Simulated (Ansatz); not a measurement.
# Ir (bcc type): the cost of one run

Method: DFT PBE, with the methods named in each step, in Ansatz 0.2.0.

This is Ir in the bcc structure; at room conditions it is fcc.

2 further runs of the same task are left out: 2 that didn't finish.

**1. Starting point**

The structure is cubic, space group Im-3m (No. 229). The conventional cell has a = 3.110 Å, b = 3.110 Å, c = 3.110 Å, α = 90.00°, β = 90.00°, γ = 90.00°. Ir (site symmetry m-3m) is surrounded by 8 Ir at 2.69 Å.

As a file:

```xyz
1
Lattice="-1.5552 1.5552 1.5552 1.5552 -1.5552 1.5552 1.5552 1.5552 -1.5552" Properties=species:S:1:pos:R:3 pbc="T T T"
Ir    0.0000    0.0000    0.0000
```

Whether this phase is the stable one at these pressures isn't tested.

**2. The reference volume, LAPW**

Contents of input.yaml:

```yaml
crystal:
  lattice:
    - [-1.555193935, 1.555193935, 1.555193935]
    - [1.555193935, -1.555193935, 1.555193935]
    - [1.555193935, 1.555193935, -1.555193935]
  atoms:
    - { symbol: Ir, position: [0.0, 0.0, 0.0] }
kpoints:
  mp_grid: { grid: [17, 17, 17] }
  band_path:
    path:
      - [0.0, 0.0, 0.0]
      - [0.5, -0.5, 0.5]
      - [0.0, 0.0, 0.5]
      - [0.0, 0.0, 0.0]
      - [0.25, 0.25, 0.25]
      - [0.5, -0.5, 0.5]
      - [0.25, 0.25, 0.25]
      - [0.0, 0.0, 0.5]
    npoints: 14
scf:
  occupations: { method: fermi_dirac, width: 0.05 }
hamiltonian:
  xc: pbe
  pseudopotentials: { kind: all_electron, lapw: { basis_error: 0.001 } }
output:
  forces: true
  stress: true
  eigenvalues: true
  populations: true
  dos: { projected: true, de: 0.2, e_range: [-14, 8] }
```

Run with:

```bash
$ ansatz run input.yaml --threads 1 --pin off --max-ram 2048MiB --backend cpu --events-out ev --progress --plain --runs-dir out
```

**Question.** How long does this run take on 1 thread of Arm Neoverse V2, shared host, and how much memory does it need?

About 19 s, with a peak of 0.39 GiB.
